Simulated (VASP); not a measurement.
**Au: relaxation of cell and atoms with PBEsol**

Crystal: Au.

```
Au
1.0
     0.00000    2.04085    2.04085
     2.04085    0.00000    2.04085
     2.04085    2.04085    0.00000
Au
1
Cartesian
  0.0000 0.0000 0.0000
```

```
Program                : VASP 6.6.1
Task                   : relaxation of cell and atoms
Functional             : PBEsol
Potentials or basis    : VASP PAW PBE potentials, release 64 (Au)
Cutoff                 : 600 eV
k mesh                 : 16 × 16 × 16
Occupations            : methfessel-paxton, width 0.1 eV
Spin                   : no spin polarisation
Further INCAR settings : ALGO = Normal; EDIFF = 1e-07; IBRION = 2; EDIFFG = -0.005; NSW = 90; ISIF = 3
```

```
Pressure after relaxing : 0.0 GPa
Band gap on the k mesh  : none (metal or under the smearing width)
```

Final structure:
```xyz
1
Lattice="0.0000 2.0409 2.0409 2.0409 0.0000 2.0409 2.0409 2.0409 0.0000" Properties=species:S:1:pos:R:3 pbc="T T T"
Au    0.0000    0.0000    0.0000
```

Levels at points of the mesh, in eV from the Fermi level:
| k point | band 2 | band 3 | band 4 | band 5 | band 6 | band 7 | band 8 | band 9 |
| --- | --- | --- | --- | --- | --- | --- | --- | --- |
| (0.00, 0.00, 0.00) | -4.66 | -4.66 | -4.66 | -3.12 | -3.12 | 14.53 | 18.54 | 18.54 |
| (0.50, 0.00, 0.00) | -4.69 | -4.69 | -1.91 | -1.91 | -1.00 | 3.10 | 13.97 | 17.15 |
| (0.50, 0.50, 0.00) | -6.73 | -1.95 | -1.59 | -1.59 | 0.98 | 5.80 | 10.00 | 10.00 |

It took 12 s on 1 thread of AMD EPYC 9R45 96-Core Processor (Zen 5), with other jobs on the host, peak memory 0.13 GiB.

Caveat: the relaxation stopped at its first step, so nothing moved; the PAW data sets were made with another functional, which shifts forces and pressure a little. Spin-orbit coupling is left out, which matters for the levels of Au.
